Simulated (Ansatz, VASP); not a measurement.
One calculation of CaO, two programs

File POSCAR:

```
CaO
1.0
    0.0000000000      2.4035556960      2.4035556960
    2.4035556960      0.0000000000      2.4035556960
    2.4035556960      2.4035556960      0.0000000000
Ca O
1 1
Direct
    0.0000000000      0.0000000000      0.0000000000
    0.5000000000      0.5000000000      0.5000000000
```

Contents of INCAR.step1:

```
SYSTEM = CaO
PREC = Accurate
ENCUT = 520
EDIFF = 1E-5
ISMEAR = -1
SIGMA = 0.05
LREAL = .False.
LASPH = .True.
NELM = 80
ALGO = Normal
ISIF = 2
LWAVE = .True.
LCHARG = .False.
GGA = PE
```

File INCAR.step2:

```
SYSTEM = CaO
PREC = Accurate
ENCUT = 520
EDIFF = 1E-7
ISMEAR = -1
SIGMA = 0.05
LREAL = .False.
LASPH = .True.
NELM = 80
ALGO = Normal
ISIF = 2
LWAVE = .False.
LCHARG = .False.
GGA = PE
LHFCALC = .True.
HFSCREEN = 0.2
AEXX = 0.3
PRECFOCK = Fast
ISTART = 1
```

File KPOINTS:

```
Automatic mesh
0
Gamma
  5 5 5
  0 0 0
```

File input.yaml:

```yaml
crystal:
  lattice:
    - [0.0, 2.403555696, 2.403555696]
    - [2.403555696, 0.0, 2.403555696]
    - [2.403555696, 2.403555696, 0.0]
  atoms:
    - { symbol: Ca, position: [0.0, 0.0, 0.0] }
    - { symbol: O, position: [0.5, 0.5, 0.5] }
hamiltonian:
  xc: { exchange: pbe, correlation: pbe, exx: { coeff: 0.3, omega: 0.2 } }
  pseudopotentials: { kind: paw }
kpoints:
  mp_grid: { grid: [5, 5, 5] }
scf:
  occupations: { method: fermi_dirac, width: 0.05 }
output:
  forces: true
  stress: true
  eigenvalues: true
  write_density: true
  write_potential: true
  elf: true
  volumetric_format: npy
```

The cell is a database's computed one.

Alike in both runs: task single point; functional HSE(alpha, omega); k mesh 5 × 5 × 5; occupations fermi-dirac, width 0.05 eV; no spin polarisation.

|  | VASP | Ansatz |
| --- | --- | --- |
| version | VASP 6.6.1 | Ansatz 0.2.0 |
| potentials or method | VASP PAW PBE potentials, release 64 (Ca_sv, O) | Ansatz PAW |
| plane-wave cutoff (eV) | 520 | 420 |
| valence electrons in the cell | 16 | 16 |

|  | VASP | Ansatz | Ansatz less VASP |
| --- | --- | --- | --- |
| gap on the k mesh at the Fermi level (eV) | 5.87 | 5.89 | +0.015 |
| least direct gap on the mesh (eV) | 6.30 | 6.31 | +0.015 |
| pressure (GPa) | -0.3 | -1.1 | -0.73 |

Caveats: the k mesh is coarse (spacing up to 0.45 Å⁻¹), so the values aren't converged, least of all with exact exchange; the PAW data sets were made with another functional, which shifts forces and pressure a little (VASP); an odd mesh through Γ misses points on the zone boundary, where band edges often lie (VASP); odd divisions of the mesh miss points on the zone boundary, where band edges often lie, so the gap on the mesh can be too wide (Ansatz); the PAW data sets come from PBE, with cores solved anew for the run's functional, which leaves a small shift of forces and pressure (Ansatz); the thresholds are loose for stress (Ansatz).
